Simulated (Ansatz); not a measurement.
# BP: the cost of one run

Method: DFT PBE, scalar-relativistic, plane waves, PAW, in Ansatz 0.2.0.

### 1 The starting structure

Symmetry: Cmcm, No. 63, orthorhombic system. Conventional cell: a = 3.245 Å, b = 9.162 Å, c = 3.950 Å, α = 90.00°, β = 90.00°, γ = 90.00°. B (site symmetry m2m) has 2 B at 2.52 Å and 7 P at 2.52 to 2.62 Å as nearest neighbours. P (site symmetry m2m) is surrounded by 7 B at 2.52 to 2.62 Å.

Coordinates:

```cif
data_structure
_symmetry_space_group_name_H-M 'P 1'
_symmetry_Int_Tables_number 1
_cell_length_a 4.8599
_cell_length_b 4.8599
_cell_length_c 3.9498
_cell_angle_alpha 90.000
_cell_angle_beta 90.000
_cell_angle_gamma 141.000
_cell_volume 58.71
loop_
_atom_site_label
_atom_site_type_symbol
_atom_site_fract_x
_atom_site_fract_y
_atom_site_fract_z
_atom_site_occupancy
B1 B 0.58500 0.41500 0.25000 1
B2 B 0.41500 0.58500 0.75000 1
P1 P 0.86000 0.14000 0.25000 1
P2 P 0.14000 0.86000 0.75000 1
```

The cell is invented: species swapped into a database cell of GdPd (Cmcm, No. 63), with P on the Gd sites and B on the Pd sites. The dimensions are guesses.

### 2 Probe: one point on a coarse mesh

input.yaml reads:

```yaml
crystal:
  lattice:
    - [1.62228169, -4.58112202, 0.0]
    - [1.62228169, 4.58112202, 0.0]
    - [0.0, 0.0, 3.94975203]
  atoms:
    - { symbol: B, position: [0.58499999, 0.41500001, 0.25] }
    - { symbol: B, position: [0.41500001, 0.58499999, 0.75] }
    - { symbol: P, position: [0.86000001, 0.13999999, 0.25] }
    - { symbol: P, position: [0.13999999, 0.86000001, 0.75] }
basis:
  ecutwfc: 420
kpoints:
  mp_grid: { grid: [6, 6, 4] }
hamiltonian:
  xc: pbe
scf:
  occupations: { method: gaussian, width: 0.1 }
  lower_state_search: "off"
output:
  forces: true
  stress: true
  eigenvalues: true
```

On the command line:

```console
$ ansatz run input.yaml --threads 1 --pin off --max-ram 2048MiB --backend cpu --events-out ev --progress --plain --runs-dir out
```

Q: Estimate wall time and peak memory on 1 thread of Intel Xeon Platinum 8259CL at 2.50GHz (Skylake/Cascade Lake), shared host.

About 2 s, with a peak of 0.39 GiB.
